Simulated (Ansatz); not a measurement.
# TiC: the cost of one run

Program: Ansatz 0.2.0. Level of theory: DFT r2SCAN, scalar-relativistic, plane waves, PAW. These are calculated values, not measurements.

2 further runs of the same task are left out: 2 set aside as unsound or not needed.

### Step 1. The system as given

The structure is cubic, space group Fm-3m (No. 225). The conventional cell has a = 4.328 Å, b = 4.328 Å, c = 4.328 Å, α = 90.00°, β = 90.00°, γ = 90.00°. Around Ti (site symmetry m-3m) lie 6 C at 2.16 Å. C (site symmetry m-3m) has 6 Ti at 2.16 Å as nearest neighbours.

Coordinates:

```
CELL_PARAMETERS angstrom
2.16391 2.16391 0.00000
-2.16391 2.16391 0.00000
0.00000 0.00000 4.32783
ATOMIC_POSITIONS crystal
Ti 0.00000 0.00000 0.00000
Ti 0.50000 0.50000 0.50000
C 0.50000 0.50000 0.00000
C 0.00000 0.00000 0.50000
```

It goes back to an entry of the Materials Project.

The unstrained cell comes from an earlier run at this level (4 atoms, E(σ→0) -5516.0303 eV, gap none (metal)).

### Step 2. Strain -2.0 %

Contents of input.yaml:

```yaml
crystal:
  lattice:
    - [2.1206360397, 2.1206360397, 0.0]
    - [-2.1206360397, 2.1206360397, 0.0]
    - [0.0, 0.0, 4.2412720793]
  atoms:
    - { symbol: Ti, position: [0.0, 0.0, 0.0] }
    - { symbol: Ti, position: [0.5, 0.5, 0.5] }
    - { symbol: C, position: [0.5, 0.5, 0.0] }
    - { symbol: C, position: [0.0, 0.0, 0.5] }
basis:
  ecutwfc: 500
kpoints:
  mp_grid: { grid: [18, 18, 12] }
hamiltonian:
  xc: r2scan
scf:
  occupations: { method: gaussian, width: 0.1 }
output:
  forces: true
  stress: true
  eigenvalues: true
```

The run is started by

```
$ ansatz run input.yaml --threads 1 --pin off --max-ram 2560MiB --backend cpu --events-out ev --progress --plain --runs-dir out
```

Q: Estimate wall time and peak memory on 1 thread of AMD EPYC 7R43 (Zen 3), shared host.

About 50 s, with a peak of 0.69 GiB.
